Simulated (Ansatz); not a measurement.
## SiO₂: do the settings matter for the field gradients?

Cell: a Materials Project structure (computed, not necessarily an observed phase), atoms as given.

Space group P-4m2 (No. 115); a = 6.9114, c = 6.4185 Å.

| site | Wyckoff | site symmetry | x | y | z |
| --- | --- | --- | --- | --- | --- |
| Si1 | 4j | .m. | 0.2696 | 0.0000 | 0.1194 |
| Si5 | 1d | -4m2 | 0.0000 | 0.0000 | 0.5000 |
| O6 | 4j | .m. | 0.1917 | 0.0000 | 0.3564 |
| O10 | 4h | ..2 | 0.1911 | 0.1911 | 0.0000 |
| O14 | 2g | 2mm. | 0.5000 | 0.0000 | 0.1205 |

One atom of each set is listed.

Reference run. The numbers come from a DFT calculation in Ansatz (PBE, plane waves and PAW (field gradients read without the response of the frozen cores, which leaves them typically 4 to 6 % off), scalar-relativistic, 420 eV cutoff, Γ-centred 4×4×4 k-points, Fermi–Dirac smearing 0.02 eV).

Task: The input is changed as follows: `hamiltonian.dispersion`: not typed → d4; `basis.ecutwfc`: not typed → 51.4 Ry. What happens to V_zz (10²¹ V/m²) and η?

Result: 

| site | V_zz reference | η reference | V_zz changed | η changed |
| --- | --- | --- | --- | --- |
| Si1 | -0.66 | 0.96 | -0.66 | 0.95 |
| Si5 | -1.06 | 0.00 | -1.05 | 0.00 |
| O6 | 9.63 | 0.20 | 9.66 | 0.20 |
| O10 | 9.40 | 0.26 | 9.43 | 0.26 |
| O14 | 10.73 | 0.02 | 10.77 | 0.02 |

The largest change of V_zz is on O14, from 10.73 to 10.77. The dispersion term itself leaves the density as it is. SCF iterations: 7 and 7. New warnings: xc potential rough in thin density.

On the reference run: The largest force is 0.4 eV/Å, so the atoms aren't at the calculated equilibrium and relaxing them would move these values.
